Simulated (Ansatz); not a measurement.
# Ge: the cost of one run

Computed with Ansatz 0.2.0 (DFT PBE, scalar-relativistic, plane waves, PAW, unless a step's input says otherwise).

## Step 1: The system as given

The structure is trigonal, space group R-3m (No. 166). The conventional cell has a = 10.722 Å, b = 10.722 Å, c = 3.747 Å, α = 90.00°, β = 90.00°, γ = 120.00°. Around Ge (site symmetry m) lie 4 Ge at 2.31 to 2.49 Å.

Structure file:

```
CELL_PARAMETERS angstrom
5.36091 3.09512 1.24899
-5.36091 3.09512 1.24899
0.00000 -6.19024 1.24899
ATOMIC_POSITIONS crystal
Ge 0.80621 0.18515 0.80621
Ge 0.19379 0.19379 0.81485
Ge 0.18515 0.80621 0.80621
Ge 0.81485 0.19379 0.19379
Ge 0.80621 0.80621 0.18515
Ge 0.19379 0.81485 0.19379
```

The cell is invented: 4-connected net of one element (R-3m, No. 166). Its size is a rough estimate.

## Step 2: The guess as it stands, on a coarse mesh

File input.yaml:

```yaml
crystal:
  lattice:
    - [5.36090662, 3.09512088, 1.24899404]
    - [-5.36090662, 3.09512088, 1.24899404]
    - [0.0, -6.19024176, 1.24899404]
  atoms:
    - { symbol: Ge, position: [0.80620903, 0.185148, 0.80620903] }
    - { symbol: Ge, position: [0.19379097, 0.19379097, 0.814852] }
    - { symbol: Ge, position: [0.185148, 0.80620903, 0.80620903] }
    - { symbol: Ge, position: [0.814852, 0.19379097, 0.19379097] }
    - { symbol: Ge, position: [0.80620903, 0.80620903, 0.185148] }
    - { symbol: Ge, position: [0.19379097, 0.814852, 0.19379097] }
basis:
  ecutwfc: 420
kpoints:
  mp_grid: { grid: [6, 6, 6] }
hamiltonian:
  xc: pbe
scf:
  occupations: { method: gaussian, width: 0.1 }
  lower_state_search: "off"
output:
  forces: true
  stress: true
  eigenvalues: true
```

Launch:

```
$ ansatz run input.yaml --threads 1 --pin off --max-ram 2560MiB --backend cpu --events-out ev --progress --plain --runs-dir out
```

What time and memory should one allow on 1 thread of Arm Neoverse V1, shared host?

About 14 s, with a peak of 0.46 GiB.
